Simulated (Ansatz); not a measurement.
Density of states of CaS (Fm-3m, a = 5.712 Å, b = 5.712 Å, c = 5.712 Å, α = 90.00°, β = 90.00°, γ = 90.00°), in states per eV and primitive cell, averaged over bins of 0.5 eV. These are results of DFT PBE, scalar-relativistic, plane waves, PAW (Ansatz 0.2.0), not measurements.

Plane waves to 420 eV, a k mesh through Γ of 8×8×8 on the computed 2-atom cell and Gaussian smearing (0.02 eV); no spin polarisation.

The cell is relaxed at this level. The states (both spins) are summed by tetrahedra on a 12×12×12 mesh at the self-consistent density. Energies are bin centres; the table starts no lower than −8 eV and ends at 6 eV, or lower where the solved bands end.

The gap is 2.38 eV at this level, with the zero inside it.

| E − E_F (eV) | total | S 3p | Ca 4s | S 3s | Ca 3p |
| --- | --- | --- | --- | --- | --- |
| -4.00 | 0.68 | 0.53 | 0.13 | 0.01 | 0.00 |
| -3.50 | 2.62 | 2.20 | 0.29 | 0.03 | 0.02 |
| -3.00 | 1.11 | 0.99 | 0.05 | 0.02 | 0.01 |
| -2.50 | 3.89 | 3.61 | 0.03 | 0.01 | 0.02 |
| -2.00 | 3.09 | 2.91 | 0.01 | 0.00 | 0.02 |
| -1.50 | 0.59 | 0.57 | 0.00 | 0.00 | 0.00 |
| -1.00 | 0.00 | 0.00 | 0.00 | 0.00 | 0.00 |
| -0.50 | 0.00 | 0.00 | 0.00 | 0.00 | 0.00 |
| 0.00 | 0.00 | 0.00 | 0.00 | 0.00 | 0.00 |
| 0.50 | 0.00 | 0.00 | 0.00 | 0.00 | 0.00 |
| 1.00 | 0.00 | 0.00 | 0.00 | 0.00 | 0.00 |
| 1.50 | 0.20 | 0.00 | 0.00 | 0.00 | 0.00 |
| 2.00 | 0.45 | 0.01 | 0.00 | 0.00 | 0.00 |
| 2.50 | 0.74 | 0.02 | 0.00 | 0.00 | 0.00 |
| 3.00 | 1.29 | 0.03 | 0.04 | 0.02 | 0.00 |

The columns after the total are the Löwdin projections on the occupied valence shells of the potentials. The rest of the total lies in shells that are empty in the free atom, which aren't projected, and between the atoms.

Cost: 1 run of about 0.16 core-minutes, on Arm Neoverse V2 (shared hosts).